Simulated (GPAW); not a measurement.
Runs of GPAW 26.7.0 on CuCl2. It takes space group P4/mmm (No. 123, tetragonal). Conventional cell: a = 4.521 Å, b = 4.521 Å, c = 4.318 Å, α = 90.00°, β = 90.00°, γ = 90.00°. Cu (site symmetry 4/mmm) has 4 Cl at 2.26 Å as nearest neighbours. Cl (site symmetry mmm) is surrounded by 2 Cu at 2.26 Å. Measurements of this composition are mostly on another form, of space group No. 12.

```csv
task,level,potentials or basis,cell,k mesh,optimizer,fmax,max steps,convergence,band path,gap on the mesh (eV),pressure (GPa),relaxed volume (Å³/atom)
relaxation of cell and atoms,PBEsol+D3(BJ),"PAW data sets generated in the run's folder for this functional, pw",relaxed,5 × 5 × 5,BFGS,0.02 eV/Å,60,density=1e-05 forces=0.0001,-,none,0.0,23.72
relaxation of cell and atoms,PBEsol+D3(BJ)+ATM,"PAW data sets generated in the run's folder for this functional, pw",relaxed,5 × 5 × 5,BFGS,0.02 eV/Å,60,density=1e-05 forces=0.0001,-,none,0.0,(b)
band structure,LDA,"the program's PAW data sets (release 1.2.1) made for this functional, pw",as given,5 × 5 × 5,-,-,-,-,"GXMGZRAZ,XR,MA",-,-3.2,-
single point,PBEsol,"PAW data sets generated in the run's folder for this functional, pw",as given,6 × 6 × 6,-,-,-,-,-,none,(a),-
relaxation of cell and atoms,PBEsol+D4,"PAW data sets generated in the run's folder for this functional, pw",relaxed,5 × 5 × 5,BFGS,0.02 eV/Å,60,density=1e-05 forces=0.0001,-,none,0.0,24.38
relaxation of cell and atoms,PBEsol+D3,"PAW data sets generated in the run's folder for this functional, pw",relaxed,5 × 5 × 5,BFGS,0.02 eV/Å,60,density=1e-05 forces=0.0001,-,none,0.0,23.97
relaxation of cell and atoms,PBEsol,"PAW data sets generated in the run's folder for this functional, pw",relaxed,5 × 5 × 5,BFGS,0.02 eV/Å,60,density=1e-05 forces=0.0001,-,none,0.1,28.65
```

Alike in all rows: no spin polarisation; cutoff (eV) 600; smearing fermi-dirac 0.05 eV.

**Question.** Fill in the values left out.

**Answer.** (a) -1.3; (b) 23.94.

Caveats: with this Cu data set, volumes or pressures lay over 1.5 % or 2 GPa off other programs in two to four cells of ten; an odd number of electrons without spin polarisation forces a metal; a magnetic or distorted state may lie lower; the run has no spin polarisation, though such a crystal can be magnetic; semilocal functionals often make such compounds metallic where correlation or magnetic order opens a gap, which also shifts bond lengths; later steps reuse the first step's grids (some runs); the volume moved by over 15 % at a fixed basis, so the end points are rough (some runs).

A k mesh can miss the band edges.

A gap of «none» marks a metal or a gap under the smearing width.

Not every run made on this cell is shown here.
